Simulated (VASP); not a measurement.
# Sb (R-3m) in VASP: settings compared, part 2 of 2

VASP 6.6.1.

## 3. Band structure, PW91+D3(BJ), spin-orbit coupling, no magnetisation

INCAR

```
SYSTEM = Sb
PREC = Accurate ; ENCUT = 250
EDIFF = 1E-6 ; ISMEAR = -1
SIGMA = 0.05 ; LREAL = .FALSE.
LASPH = .TRUE. ; NELM = 60
ALGO = Normal ; ISIF = 2
LWAVE = .FALSE. ; LCHARG = .FALSE.
LNONCOLLINEAR = .TRUE. ; MAGMOM = 0 0 0 0 0 0
LORBIT = 11 ; LSORBIT = .TRUE.
GGA_COMPAT = .FALSE. ; GGA = 91
IVDW = 12 ; VDW_S6 = 1.0
VDW_S8 = 1.9598 ; VDW_A1 = 0.6319
VDW_A2 = 4.5718
```

KPOINTS

```
regular mesh
0
G
  6 6 6
  0 0 0
```

POSCAR

```
Sb
1.0
    2.1542000000      1.2437279499      3.7580000000
   -2.1542000000      1.2437279499      3.7580000000
    0.0000000000     -2.4874558998      3.7580000000
Sb
2
Cartesian
    0.0000000000      0.0000000000      8.6416337400
    0.0000000000      0.0000000000      2.6323662600
```

KPOINTS_OPT

```
path GLB1,BZGX,QFP1Z,LP
15
line-mode
reciprocal
 0.0000000000  0.0000000000  0.0000000000  G
 0.5000000000  0.0000000000  0.0000000000  L

 0.5000000000  0.0000000000  0.0000000000  L
 0.5000000000  0.2396873643 -0.2396873643  B1

 0.7603126357  0.5000000000  0.2396873643  B
 0.5000000000  0.5000000000  0.5000000000  Z

 0.5000000000  0.5000000000  0.5000000000  Z
 0.0000000000  0.0000000000  0.0000000000  G

 0.0000000000  0.0000000000  0.0000000000  G
 0.3698436821  0.0000000000 -0.3698436821  X

 0.6301563179  0.3698436821  0.0000000000  Q
 0.5000000000  0.5000000000  0.0000000000  F

 0.5000000000  0.5000000000  0.0000000000  F
 0.6301563179  0.6301563179  0.2396873643  P1

 0.6301563179  0.6301563179  0.2396873643  P1
 0.5000000000  0.5000000000  0.5000000000  Z

 0.5000000000  0.0000000000  0.0000000000  L
 0.7603126357  0.3698436821  0.3698436821  P
```

Potentials or basis: VASP PAW PBE potentials, release 64 (Sb).

Started as:

```sh
$ cat potpaw_PBE.64/Sb/POTCAR > POTCAR
$ mpirun -np 1 vasp_ncl > vasp.out
```

Run time: 90 s. Hardware: 1 thread of Intel Xeon Platinum 8375C at 2.90GHz (Ice Lake), shared host; peak memory 0.22 GiB.

The run converged, but some of its settings lie outside the range that counts as converged (typed here: ENCUT = 250), so its numbers aren't taken as properties of the crystal.

Results:

| Property | Result |
| --- | --- |
| Free energy | -9.0522 eV |
| Pressure | 1.4 GPa |
| Largest force | 0.127 eV/Å |
| Valence electrons inside the program's atomic spheres | Sb 2.41 |
| Dispersion energy per atom | -0.309 eV |

Caveat: the PAW data sets were made with another functional, which shifts forces and pressure a little.

## 4. Equation of state, PBE+D3(BJ), 28.56 Å³/atom (a relaxed cell with its volume scaled by 0.96)

INCAR

```
PREC = Accurate ; ENCUT = 520
EDIFF = 1E-6 ; ISMEAR = -1
SIGMA = 0.05 ; LREAL = False
LASPH = True ; NELM = 80
ALGO = Normal ; ISIF = 2
LWAVE = False ; LCHARG = False
GGA = PE ; IVDW = 12
```

KPOINTS

```
Automatic mesh
0
Gamma
  8 8 8
```

POSCAR

```
Sb                                      
1.0
    2.1314688701      1.2306041259      3.6294640104
   -2.1314688701      1.2306041259      3.6294640104
    0.0000000000     -2.4612082518      3.6294640104
  Sb            
     2
Direct
     0.7635688175906843    0.7635688175906843    0.7635688175906843
     0.2364311824093157    0.2364311824093157    0.2364311824093157
```

Started as:

```sh
$ cat potpaw_PBE.64/Sb/POTCAR > POTCAR
$ mpirun -np 1 vasp_std > vasp.out
```

Wall time 26 s (1 thread of Intel Xeon Platinum 8259CL at 2.50GHz (Skylake/Cascade Lake), shared host); peak memory 0.22 GiB.

Results (log left out):

```
Free energy                : -9.1913 eV
Pressure                   : 2.7 GPa
Largest force              : 0.178 eV/Å
Band gap on the k mesh     : none (metal or under the smearing width)
Dispersion energy per atom : -0.501 eV
```

Caveat: pairwise dispersion overbinds metals, which lowers pressure and volume.

## 5. Equation of state, PBE+D3(BJ), 29.16 Å³/atom (a relaxed cell with its volume scaled by 0.98)

INCAR is that of step 4.

KPOINTS is that of step 4.

POSCAR

```
Sb                                      
1.0
    2.1461691199      1.2390913191      3.6544955877
   -2.1461691199      1.2390913191      3.6544955877
    0.0000000000     -2.4781826382      3.6544955877
  Sb            
     2
Direct
     0.7635688175906843    0.7635688175906843    0.7635688175906843
     0.2364311824093157    0.2364311824093157    0.2364311824093157
```

Started as:

```sh
$ cat potpaw_PBE.64/Sb/POTCAR > POTCAR
$ mpirun -np 1 vasp_std > vasp.out
```

It took 26 s on 1 thread of Intel Xeon Platinum 8259CL at 2.50GHz (Skylake/Cascade Lake), shared host; peak memory 0.22 GiB.

Results (log left out):

```
Free energy                : -9.2060 eV
Pressure                   : 1.3 GPa
Largest force              : 0.077 eV/Å
Band gap on the k mesh     : none (metal or under the smearing width)
Dispersion energy per atom : -0.490 eV
```

Caveat: pairwise dispersion overbinds metals, which lowers pressure and volume.

## 6. Equation of state, PBE+D3(BJ), 29.75 Å³/atom

INCAR is that of step 5.

KPOINTS is that of step 5.

POSCAR

```
Sb                                      
1.0
    2.1606707025      1.2474638117      3.6791888745
   -2.1606707025      1.2474638117      3.6791888745
    0.0000000000     -2.4949276235      3.6791888745
  Sb            
     2
Direct
     0.7635688175906843    0.7635688175906843    0.7635688175906843
     0.2364311824093157    0.2364311824093157    0.2364311824093157
```

Potentials or basis: VASP PAW PBE potentials, release 64 (Sb).

Started as:

```sh
$ cat potpaw_PBE.64/Sb/POTCAR > POTCAR
$ mpirun -np 1 vasp_std > vasp.out
```

It took 25 s on 1 thread of Intel Xeon Platinum 8259CL at 2.50GHz (Skylake/Cascade Lake), shared host; peak memory 0.22 GiB.

It converged, with:

* Free energy: -9.2107 eV
* Pressure: 0.0 GPa
* Largest force: 0.016 eV/Å
* Band gap on the k mesh: none (metal or under the smearing width)
* Dispersion energy per atom: -0.480 eV

Caveat: pairwise dispersion overbinds metals, which lowers pressure and volume.

## 7. Equation of state, PBE+D3(BJ), 30.35 Å³/atom (a relaxed cell with its volume scaled by 1.02)

INCAR is that of step 6.

KPOINTS is that of step 6.

POSCAR

```
Sb                                      
1.0
    2.1749801970      1.2557254022      3.7035550738
   -2.1749801970      1.2557254022      3.7035550738
    0.0000000000     -2.5114508045      3.7035550738
  Sb            
     2
Direct
     0.7635688175906843    0.7635688175906843    0.7635688175906843
     0.2364311824093157    0.2364311824093157    0.2364311824093157
```

Started as:

```sh
$ cat potpaw_PBE.64/Sb/POTCAR > POTCAR
$ mpirun -np 1 vasp_std > vasp.out
```

Run time: 28 s. Hardware: 1 thread of Intel Xeon Platinum 8259CL at 2.50GHz (Skylake/Cascade Lake), shared host; peak memory 0.22 GiB.

Results (log left out):

| Property | Result |
| --- | --- |
| Free energy | -9.2065 eV |
| Pressure | -1.1 GPa |
| Largest force | 0.104 eV/Å |
| Band gap on the k mesh | none (metal or under the smearing width) |
| Dispersion energy per atom | -0.470 eV |

Caveat: pairwise dispersion overbinds metals, which lowers pressure and volume.

## 8. Equation of state, PBE+D3(BJ), 30.94 Å³/atom (a relaxed cell with its volume scaled by 1.04)

INCAR is that of step 7.

KPOINTS is that of step 7.

POSCAR

```
Sb                                      
1.0
    2.1891038408      1.2638796918      3.7276048066
   -2.1891038408      1.2638796918      3.7276048066
    0.0000000000     -2.5277593836      3.7276048066
  Sb            
     2
Direct
     0.7635688175906843    0.7635688175906843    0.7635688175906843
     0.2364311824093157    0.2364311824093157    0.2364311824093157
```

Started as:

```sh
$ cat potpaw_PBE.64/Sb/POTCAR > POTCAR
$ mpirun -np 1 vasp_std > vasp.out
```

Run time: 26 s. Hardware: 1 thread of Intel Xeon Platinum 8259CL at 2.50GHz (Skylake/Cascade Lake), shared host; peak memory 0.21 GiB.

Results (log left out):

```yaml
Free_energy: -9.1944 eV
Pressure: -2.1 GPa
Largest_force: 0.187 eV/Å
Band_gap_on_the_k_mesh: none (metal or under the smearing width)
Dispersion_energy_per_atom: -0.461 eV
```

Caveat: pairwise dispersion overbinds metals, which lowers pressure and volume.

## 9. Equation of state, PBE+D3(BJ)

This run uses another cell than the first one, of 29.75 Å³/atom, 0.985 times its volume.

Potentials or basis: VASP PAW PBE potentials, release 64 (Sb).

This step only gathers the single runs of the series.

Results:

```
Equilibrium volume                        : 29.76 Å³/atom
Bulk modulus at fixed shape and positions : 60 GPa
Pressure derivative of the bulk modulus   : 4.8 (rough: it moves with the points fitted)
```

Energy against volume, from the lowest point:
| volume (Å³/atom) | energy (meV/atom) |
| --- | --- |
| 28.560 | 9.71 |
| 29.155 | 2.35 |
| 29.750 | 0.00 |
| 30.345 | 2.11 |
| 30.940 | 8.18 |

Caveat: the cell was scaled at fixed shape and fractional positions, which overstates the stiffness of a crystal with free parameters, most of all of layers and chains.

## 10. For comparison

An earlier run on the cell as given: functional PBE; potentials or basis VASP PAW PBE potentials, release 64 (Sb); cutoff 520 eV; k mesh 8 × 8 × 8; occupations fermi-dirac, width 0.05 eV; no spin polarisation.

- Pressure: 2.8 GPa
- Largest force: 0.201 eV/Å
- Band gap on the k mesh: none (metal or under the smearing width)
